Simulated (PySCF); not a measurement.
**Identify the compound**

The spectra below were simulated for a compound C3H6O2.

$^{1}$H NMR (300 MHz, computed): δ 5.77 (br s, 1H), 2.37 (q, J = 8.5 Hz, 2H), 1.08 (t, J = 8.5 Hz, 3H).

$^{13}$C{$^{1}$H} NMR (computed): δ 183.7 (C), 28.7 (CH2), 10.4 (CH3).

- structure optimised with PBE0-D3(BJ)/def2-SVP
- couplings computed with B3LYP/pcJ-1 (without the spin–dipole term)
- GIAO B3LYP/pcSseg-2 shieldings
- run in PySCF 2.14
- fast rotation and ring inversion assumed for equivalent nuclei, relativity neglected, one computed conformer, no solvent

References, each an isolated molecule treated in the same way: $^{1}$H and $^{13}$C against TMS.

Question: Propose a structure and justify it.

Answer: 
1. The formula gives 1 degree of unsaturation (no ring in the answer).
2. 3 carbon signals for 3 carbons: no two carbons are equivalent.
3. Carbon types of the structure: 1 × C, 1 × CH2, 1 × CH3, leaving 1 H on heteroatoms.
4. δC 183.7: carboxylic acid carbon; it is a carbonyl in resonance with an O or N lone pair, the region of acids, esters and amides.
5. δC 28.7: sp3 CH2 α to a carbonyl; the adjacent C=O deshields it moderately.
6. δC 10.4: methyl carbon; aliphatic region, no heteroatom directly attached.
7. δH 5.77: hydrogen on an acid hydroxyl oxygen; labile proton, position sensitive to the medium.
8. δH 2.37: hydrogen on an sp3 CH2 α to a carbonyl; α to C=O.
9. δH 1.08: hydrogen on a methyl carbon.
10. The protons at 1.08 and 2.37 share a coupling of 8.5 Hz (vicinal).

Structure: `O=C(CC)O`.

This is the structure that produced the data.

OH/NH shifts are gas-phase values; hydrogen bonding in solution moves them, usually downfield. Splittings below 1 Hz are ignored in the labels, and close J values are merged. Unscaled 3J(H,H) at this level run about 10 % above measured values. Shifts are as computed. Against solution values, carbons near 30 ppm lie about +3 ppm off and those near 130 ppm about +8 ppm. Of 1211 compounds with measured shifts, 218 miss one by over three times the rms of a fit or turn the order of signals round; such compounds aren't used in these exercises. Hydrogen bonding in solution deshields acid and N–H amide carbonyl carbons by as much as 10 ppm beyond these values.
